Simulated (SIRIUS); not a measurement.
# Sc (I4/mmm) in SIRIUS: a series of runs, part 3 of 3

SIRIUS 7.12.0.

### 7 Equation of state, rPW86PBE, 26.26 Å³/atom (volume scaled by 1.04)

Contents of sirius.json:

```json
{
  "control": {
    "processing_unit": "cpu",
    "std_evp_solver_name": "lapack",
    "gen_evp_solver_name": "lapack",
    "verbosity": 2,
    "print_forces": false,
    "ortho_rf": true,
    "use_second_variation": true,
    "rmt_max": 3.0,
    "num_bands_to_print": 14,
    "save_wf": true
  },
  "parameters": {
    "electronic_structure_method": "full_potential_lapwlo",
    "xc_functionals": ["XC_GGA_X_RPW86", "XC_GGA_C_PBE"],
    "core_relativity": "dirac",
    "valence_relativity": "iora",
    "num_fv_states": 14,
    "smearing": "fermi_dirac",
    "smearing_width": 0.0036749322,
    "pw_cutoff": 20,
    "gk_cutoff": 3.67,
    "lmax_apw": 10,
    "lmax_rho": 8,
    "lmax_pot": 8,
    "num_mag_dims": 0,
    "auto_rmt": 0,
    "ngridk": [10, 10, 10],
    "shiftk": [0, 0, 0],
    "num_dft_iter": 80,
    "energy_tol": 1e-07,
    "density_tol": 1e-05,
    "use_symmetry": true
  },
  "settings": {"tol_ne": 1e-10},
  "iterative_solver": {"type": "exact"},
  "mixer": {"type": "anderson", "beta": 0.5, "max_history": 8},
  "unit_cell": {
    "lattice_vectors": [
      [-0.597335242051, 0.597335242051, 0.535145977471],
      [0.597335242051, -0.597335242051, 0.535145977471],
      [0.597335242051, 0.597335242051, -0.535145977471]
    ],
    "atom_types": ["Sc"],
    "atom_files": {"Sc": "Sc.json"},
    "atoms": {"Sc": [[0.0, 0.0, 0.0]]},
    "lattice_vectors_scale": 6.1450747694
  }
}
```

Contents of Sc.json:

```json
{
  "name": "scandium",
  "symbol": "Sc",
  "number": 21,
  "mass": 44.955912,
  "rmin": 1e-06,
  "rmt": 2.4,
  "nrmt": 800,
  "rinf": 18.32,
  "core": "1s2s2p",
  "valence": [
    {"basis": [{"enu": 0.01, "dme": 0, "n": 0, "auto": 0}, {"enu": 0.01, "dme": 1, "n": 0, "auto": 0}]},
    {"l": 0, "n": 1, "basis": [{"enu": 0.11, "dme": 0, "n": 0, "auto": 0}]},
    {"l": 1, "n": 2, "basis": [{"enu": 0.11, "dme": 0, "n": 0, "auto": 0}]},
    {"l": 2, "n": 3, "basis": [{"enu": 0.11, "dme": 0, "n": 0, "auto": 0}]},
    {"l": 3, "n": 4, "basis": [{"enu": 0.11, "dme": 0, "n": 0, "auto": 0}]},
    {"l": 4, "n": 5, "basis": [{"enu": 0.11, "dme": 0, "n": 0, "auto": 0}]},
    {"l": 5, "n": 6, "basis": [{"enu": 0.11, "dme": 0, "n": 0, "auto": 0}]}
  ],
  "lo": [
    {"l": 0, "basis": [{"enu": 0.11, "dme": 0, "n": 0, "auto": 0}, {"enu": 0.11, "dme": 1, "n": 0, "auto": 0}]},
    {
      "l": 0,
      "basis": [{"enu": -1.7717, "dme": 0, "n": 3, "auto": 1}, {"enu": -1.7717, "dme": 1, "n": 3, "auto": 1}]
    },
    {
      "l": 0,
      "basis": [{"enu": -1.7717, "dme": 1, "n": 3, "auto": 1}, {"enu": 0.11, "dme": 0, "n": 0, "auto": 0}]
    },
    {"l": 0, "basis": [{"enu": 0.11, "dme": 0, "n": 0, "auto": 0}, {"enu": 2.8878, "dme": 0, "n": 0, "auto": 0}]},
    {
      "l": 0,
      "basis": [{"enu": 2.8878, "dme": 0, "n": 0, "auto": 0}, {"enu": 7.7489, "dme": 0, "n": 0, "auto": 0}]
    },
    {"l": 1, "basis": [{"enu": 0.11, "dme": 0, "n": 0, "auto": 0}, {"enu": 0.11, "dme": 1, "n": 0, "auto": 0}]},
    {
      "l": 1,
      "basis": [{"enu": -0.9969, "dme": 0, "n": 3, "auto": 1}, {"enu": -0.9969, "dme": 1, "n": 3, "auto": 1}]
    },
    {
      "l": 1,
      "basis": [{"enu": -0.9969, "dme": 1, "n": 3, "auto": 1}, {"enu": 0.11, "dme": 0, "n": 0, "auto": 0}]
    },
    {"l": 1, "basis": [{"enu": 0.11, "dme": 0, "n": 0, "auto": 0}, {"enu": 3.3044, "dme": 0, "n": 0, "auto": 0}]},
    {
      "l": 1,
      "basis": [{"enu": 3.3044, "dme": 0, "n": 0, "auto": 0}, {"enu": 8.8947, "dme": 0, "n": 0, "auto": 0}]
    },
    {"l": 2, "basis": [{"enu": 0.11, "dme": 0, "n": 0, "auto": 0}, {"enu": 0.11, "dme": 1, "n": 0, "auto": 0}]},
    {"l": 2, "basis": [{"enu": 0.11, "dme": 1, "n": 0, "auto": 0}, {"enu": 0.11, "dme": 2, "n": 0, "auto": 0}]},
    {"l": 2, "basis": [{"enu": 0.11, "dme": 0, "n": 0, "auto": 0}, {"enu": 2.8183, "dme": 0, "n": 0, "auto": 0}]},
    {
      "l": 2,
      "basis": [{"enu": 2.8183, "dme": 0, "n": 0, "auto": 0}, {"enu": 7.3322, "dme": 0, "n": 0, "auto": 0}]
    },
    {"l": 3, "basis": [{"enu": 0.11, "dme": 0, "n": 0, "auto": 0}, {"enu": 0.11, "dme": 1, "n": 0, "auto": 0}]},
    {"l": 3, "basis": [{"enu": 0.11, "dme": 1, "n": 0, "auto": 0}, {"enu": 0.11, "dme": 2, "n": 0, "auto": 0}]},
    {"l": 3, "basis": [{"enu": 0.11, "dme": 0, "n": 0, "auto": 0}, {"enu": 3.1308, "dme": 0, "n": 0, "auto": 0}]},
    {
      "l": 3,
      "basis": [{"enu": 3.1308, "dme": 0, "n": 0, "auto": 0}, {"enu": 8.1656, "dme": 0, "n": 0, "auto": 0}]
    },
    {"l": 4, "basis": [{"enu": 0.11, "dme": 0, "n": 0, "auto": 0}, {"enu": 0.11, "dme": 1, "n": 0, "auto": 0}]},
    {"l": 4, "basis": [{"enu": 0.11, "dme": 0, "n": 0, "auto": 0}, {"enu": 3.4433, "dme": 0, "n": 0, "auto": 0}]},
    {"l": 5, "basis": [{"enu": 0.11, "dme": 0, "n": 0, "auto": 0}, {"enu": 0.11, "dme": 1, "n": 0, "auto": 0}]},
    {"l": 5, "basis": [{"enu": 0.11, "dme": 0, "n": 0, "auto": 0}, {"enu": 3.7558, "dme": 0, "n": 0, "auto": 0}]}
  ],
  "free_atom": [... radial grid and density of the free atom, the start of the SCF ...]
}
```

Contents of sirius_start.json:

```json
{
  "control": {
    "processing_unit": "cpu",
    "std_evp_solver_name": "lapack",
    "gen_evp_solver_name": "lapack",
    "verbosity": 1,
    "print_forces": false,
    "ortho_rf": true,
    "use_second_variation": true,
    "rmt_max": 3.0,
    "num_bands_to_print": 14,
    "save_wf": false
  },
  "parameters": {
    "electronic_structure_method": "full_potential_lapwlo",
    "xc_functionals": ["XC_LDA_X", "XC_LDA_C_PW"],
    "core_relativity": "dirac",
    "valence_relativity": "iora",
    "num_fv_states": 14,
    "smearing": "fermi_dirac",
    "smearing_width": 0.0055123983,
    "pw_cutoff": 20,
    "gk_cutoff": 2.93,
    "lmax_apw": 10,
    "lmax_rho": 8,
    "lmax_pot": 8,
    "num_mag_dims": 0,
    "auto_rmt": 0,
    "ngridk": [4, 4, 4],
    "shiftk": [0, 0, 0],
    "num_dft_iter": 30,
    "energy_tol": 0.01,
    "density_tol": 0.05,
    "use_symmetry": true
  },
  "settings": {"tol_ne": 1e-10},
  "iterative_solver": {"type": "exact"},
  "mixer": {"type": "anderson", "beta": 0.5, "max_history": 8},
  "unit_cell": {
    "lattice_vectors": [
      [-0.597335242051, 0.597335242051, 0.535145977471],
      [0.597335242051, -0.597335242051, 0.535145977471],
      [0.597335242051, 0.597335242051, -0.535145977471]
    ],
    "atom_types": ["Sc"],
    "atom_files": {"Sc": "Sc.json"},
    "atoms": {"Sc": [[0.0, 0.0, 0.0]]},
    "lattice_vectors_scale": 6.1450747694
  }
}
```

Started as:

```sh
$ OMP_NUM_THREADS=1 sirius.scf --input=sirius_start.json --output=start.json
$ OMP_NUM_THREADS=1 sirius.scf --input=sirius.json --output=output.json --task=1
```

Wall time 31 s (1 thread of Arm Neoverse V2, shared host); peak memory 0.45 GiB.

It converged, with:

```
Free energy                                       : -20815.6683 eV
Band gap on the k mesh                            : none (metal or under the smearing width)
All electrons inside the program's atomic spheres : Sc 19.06 (radii Sc 2.4 bohr)
```

### 8 Equation of state, rPW86PBE, 26.77 Å³/atom (volume scaled by 1.06)

Edit sirius.json of step 7 so:

```diff
@@ -40,5 +40,5 @@
     "lattice_vectors": [
-      [-0.597335242051, 0.597335242051, 0.535145977471],
-      [0.597335242051, -0.597335242051, 0.535145977471],
-      [0.597335242051, 0.597335242051, -0.535145977471]
+      [-0.597335242055, 0.597335242055, 0.53514597747],
+      [0.597335242055, -0.597335242055, 0.53514597747],
+      [0.597335242055, 0.597335242055, -0.53514597747]
     ],
@@ -47,3 +47,3 @@
     "atoms": {"Sc": [[0.0, 0.0, 0.0]]},
-    "lattice_vectors_scale": 6.1450747694
+    "lattice_vectors_scale": 6.1842164281
   }
```

Contents of Sc.json:

```json
{
  "name": "scandium",
  "symbol": "Sc",
  "number": 21,
  "mass": 44.955912,
  "rmin": 1e-06,
  "rmt": 2.4,
  "nrmt": 800,
  "rinf": 18.32,
  "core": "1s2s2p",
  "valence": [
    {"basis": [{"enu": 0.0, "dme": 0, "n": 0, "auto": 0}, {"enu": 0.0, "dme": 1, "n": 0, "auto": 0}]},
    {"l": 0, "n": 1, "basis": [{"enu": 0.1, "dme": 0, "n": 0, "auto": 0}]},
    {"l": 1, "n": 2, "basis": [{"enu": 0.1, "dme": 0, "n": 0, "auto": 0}]},
    {"l": 2, "n": 3, "basis": [{"enu": 0.1, "dme": 0, "n": 0, "auto": 0}]},
    {"l": 3, "n": 4, "basis": [{"enu": 0.1, "dme": 0, "n": 0, "auto": 0}]},
    {"l": 4, "n": 5, "basis": [{"enu": 0.1, "dme": 0, "n": 0, "auto": 0}]},
    {"l": 5, "n": 6, "basis": [{"enu": 0.1, "dme": 0, "n": 0, "auto": 0}]}
  ],
  "lo": [
    {"l": 0, "basis": [{"enu": 0.1, "dme": 0, "n": 0, "auto": 0}, {"enu": 0.1, "dme": 1, "n": 0, "auto": 0}]},
    {
      "l": 0,
      "basis": [{"enu": -1.7817, "dme": 0, "n": 3, "auto": 1}, {"enu": -1.7817, "dme": 1, "n": 3, "auto": 1}]
    },
    {"l": 0, "basis": [{"enu": -1.7817, "dme": 1, "n": 3, "auto": 1}, {"enu": 0.1, "dme": 0, "n": 0, "auto": 0}]},
    {"l": 0, "basis": [{"enu": 0.1, "dme": 0, "n": 0, "auto": 0}, {"enu": 2.8778, "dme": 0, "n": 0, "auto": 0}]},
    {
      "l": 0,
      "basis": [{"enu": 2.8778, "dme": 0, "n": 0, "auto": 0}, {"enu": 7.7389, "dme": 0, "n": 0, "auto": 0}]
    },
    {"l": 1, "basis": [{"enu": 0.1, "dme": 0, "n": 0, "auto": 0}, {"enu": 0.1, "dme": 1, "n": 0, "auto": 0}]},
    {
      "l": 1,
      "basis": [{"enu": -1.0069, "dme": 0, "n": 3, "auto": 1}, {"enu": -1.0069, "dme": 1, "n": 3, "auto": 1}]
    },
    {"l": 1, "basis": [{"enu": -1.0069, "dme": 1, "n": 3, "auto": 1}, {"enu": 0.1, "dme": 0, "n": 0, "auto": 0}]},
    {"l": 1, "basis": [{"enu": 0.1, "dme": 0, "n": 0, "auto": 0}, {"enu": 3.2944, "dme": 0, "n": 0, "auto": 0}]},
    {
      "l": 1,
      "basis": [{"enu": 3.2944, "dme": 0, "n": 0, "auto": 0}, {"enu": 8.8847, "dme": 0, "n": 0, "auto": 0}]
    },
    {"l": 2, "basis": [{"enu": 0.1, "dme": 0, "n": 0, "auto": 0}, {"enu": 0.1, "dme": 1, "n": 0, "auto": 0}]},
    {"l": 2, "basis": [{"enu": 0.1, "dme": 1, "n": 0, "auto": 0}, {"enu": 0.1, "dme": 2, "n": 0, "auto": 0}]},
    {"l": 2, "basis": [{"enu": 0.1, "dme": 0, "n": 0, "auto": 0}, {"enu": 2.8083, "dme": 0, "n": 0, "auto": 0}]},
    {
      "l": 2,
      "basis": [{"enu": 2.8083, "dme": 0, "n": 0, "auto": 0}, {"enu": 7.3222, "dme": 0, "n": 0, "auto": 0}]
    },
    {"l": 3, "basis": [{"enu": 0.1, "dme": 0, "n": 0, "auto": 0}, {"enu": 0.1, "dme": 1, "n": 0, "auto": 0}]},
    {"l": 3, "basis": [{"enu": 0.1, "dme": 1, "n": 0, "auto": 0}, {"enu": 0.1, "dme": 2, "n": 0, "auto": 0}]},
    {"l": 3, "basis": [{"enu": 0.1, "dme": 0, "n": 0, "auto": 0}, {"enu": 3.1208, "dme": 0, "n": 0, "auto": 0}]},
    {
      "l": 3,
      "basis": [{"enu": 3.1208, "dme": 0, "n": 0, "auto": 0}, {"enu": 8.1556, "dme": 0, "n": 0, "auto": 0}]
    },
    {"l": 4, "basis": [{"enu": 0.1, "dme": 0, "n": 0, "auto": 0}, {"enu": 0.1, "dme": 1, "n": 0, "auto": 0}]},
    {"l": 4, "basis": [{"enu": 0.1, "dme": 0, "n": 0, "auto": 0}, {"enu": 3.4333, "dme": 0, "n": 0, "auto": 0}]},
    {"l": 5, "basis": [{"enu": 0.1, "dme": 0, "n": 0, "auto": 0}, {"enu": 0.1, "dme": 1, "n": 0, "auto": 0}]},
    {"l": 5, "basis": [{"enu": 0.1, "dme": 0, "n": 0, "auto": 0}, {"enu": 3.7458, "dme": 0, "n": 0, "auto": 0}]}
  ],
  "free_atom": [... radial grid and density of the free atom, the start of the SCF ...]
}
```

Edit sirius_start.json of step 7 so:

```diff
@@ -40,5 +40,5 @@
     "lattice_vectors": [
-      [-0.597335242051, 0.597335242051, 0.535145977471],
-      [0.597335242051, -0.597335242051, 0.535145977471],
-      [0.597335242051, 0.597335242051, -0.535145977471]
+      [-0.597335242055, 0.597335242055, 0.53514597747],
+      [0.597335242055, -0.597335242055, 0.53514597747],
+      [0.597335242055, 0.597335242055, -0.53514597747]
     ],
@@ -47,3 +47,3 @@
     "atoms": {"Sc": [[0.0, 0.0, 0.0]]},
-    "lattice_vectors_scale": 6.1450747694
+    "lattice_vectors_scale": 6.1842164281
   }
```

Started as:

```sh
$ OMP_NUM_THREADS=1 sirius.scf --input=sirius_start.json --output=start.json
$ OMP_NUM_THREADS=1 sirius.scf --input=sirius.json --output=output.json --task=1
```

Wall time 31 s (1 thread of Arm Neoverse V2, shared host); peak memory 0.45 GiB.

Results (log left out):

| Item | Value |
| --- | --- |
| Free energy | -20815.6602 eV |
| Band gap on the k mesh | none (metal or under the smearing width) |
| All electrons inside the program's atomic spheres | Sc 19.05 (radii Sc 2.4 bohr) |

### 9 Equation of state, rPW86PBE

Potentials or basis: all-electron FP-LAPW, apw+lo rich.

This step only gathers the single runs of the series.

What came out:

```yaml
Equilibrium_volume: 25.12 Å³/atom
Bulk_modulus_at_fixed_shape_and_positions: 52 GPa
Pressure_derivative_of_the_bulk_modulus: 3.1
```

Energy against volume, from the lowest point:
```tsv
volume (Å³/atom)	energy (meV/atom)
23.738	13.16
24.243	5.08
24.748	0.78
25.253	0.00
25.758	2.45
26.264	7.90
26.769	16.05
```

Caveat: the cell was scaled at fixed shape and fractional positions, which overstates the stiffness of a crystal with free parameters, most of all of layers and chains.
